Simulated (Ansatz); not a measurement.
Runs of Ansatz 0.2.0 on BeTe. The structure is cubic, space group F-43m (No. 216). Conventional cell: a = 5.540 Å, b = 5.540 Å, c = 5.540 Å, α = 90.00°, β = 90.00°, γ = 90.00°. Te (site symmetry -43m) has 4 Be at 2.40 Å as nearest neighbours. Around Be (site symmetry -43m) lie 4 Te at 2.40 Å. 

```tsv
task	level	potentials or basis	spin	cell	k mesh	cutoff (eV)	smearing	points for each segment of the path	atoms under strain	gap on the mesh (eV)	pressure (GPa)	relaxed volume (Å³/atom)
relaxation of cell and atoms	revPBE+D3(BJ)	Ansatz PAW	off	relaxed	8 × 8 × 8	420	fermi-dirac 0.05 eV	-	-	1.93	0.0	(b)
single point	PBE	Ansatz PAW	off	as given	15 × 15 × 15	420	fermi-dirac 0.05 eV	-	-	1.88	4.3	-
band structure	PBE	Ansatz PAW	SOC, no magnetisation	as given	8 × 8 × 8	420	fermi-dirac 0.05 eV	14	-	(a)	4.3	-
elastic constants	LDA	Ansatz PAW	off	as given	7 × 7 × 7	420	fixed	-	relaxed	1.84	0.5	-
band structure	SVWN5	Ansatz PAW	off	as given	8 × 8 × 8	420	fermi-dirac 0.05 eV	14	-	(d)	0.5	-
single point	PBE	Ansatz PAW	off	as given	8 × 8 × 8	350	fermi-dirac 0.05 eV	-	-	(c)	4.3	-
relaxation of cell and atoms	BLYP+D4	Ansatz PAW	off	relaxed	8 × 8 × 8	420	fermi-dirac 0.05 eV	-	-	2.22	0.0	22.01
relaxation of cell and atoms	r2SCAN+rVV10	Ansatz PAW	off	relaxed	8 × 8 × 8	500	fermi-dirac 0.05 eV	-	-	2.29	0.0	22.39
```

Fill in the values left out.

(a) 1.57; (b) 21.28; (c) 1.86; (d) 1.77.

Caveats: spin-orbit coupling is left out, which moves the levels of the heavy elements (some runs); the PAW data sets come from PBE, with cores solved anew for the run's functional, which leaves a small shift of forces and pressure (some runs); the plane-wave basis is chosen anew once the cell has moved, so the energies of steps on either side of that aren't comparable (some runs); odd divisions of the mesh miss points on the zone boundary, where band edges often lie, so the gap on the mesh can be too wide (some runs); the cutoff lies under the one recommended for these potentials (some runs).

A k mesh can miss the band edges, and rows without SOC leave out spin-orbit coupling on Te.
